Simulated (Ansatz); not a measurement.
The system is TiB.

```
Ti B
1.0
     6.12000    0.00000    0.00000
     0.00000    3.06000    0.00000
     0.00000    0.00000    4.56000
Ti B
4 4
Direct
  0.67700 0.25000 0.37700
  0.32300 0.75000 0.62300
  0.82300 0.75000 0.87700
  0.17700 0.25000 0.12300
  0.52900 0.25000 0.89700
  0.47100 0.75000 0.10300
  0.97100 0.75000 0.39700
  0.02900 0.25000 0.60300
```

Base run:

| Item | Value |
| --- | --- |
| Program | Ansatz 0.2.0 |
| Functional | PBEsol |
| Potentials or basis | Ansatz PAW |
| Cutoff | 420 eV (not typed: the program's choice for these potentials) |
| k mesh | 5 × 9 × 6 |
| Occupations | fermi-dirac, width 0.05 eV |
| Spin | no spin polarisation |
| Hubbard terms | Ti d U = 1 eV |

Its results: band gap on the k mesh none (metal or under the smearing width); pressure -4.8 GPa; largest force 0.251 eV/Å.

Problem. The run is repeated on the same cell with these changes: hubbard terms from Ti d U = 1 eV to none; hubbard projectors from ortho-atomic (the default) to none. What comes out?

Solution. Band gap on the k mesh none (metal or under the smearing width); pressure -5.7 GPa; largest force 0.260 eV/Å.

Caveats: the PAW data sets come from PBE, with cores solved anew for the run's functional, which leaves a small shift of forces and pressure; U without spin polarisation on a metal has little footing (some runs); the U is typed as a test and isn't derived for this compound (some runs).
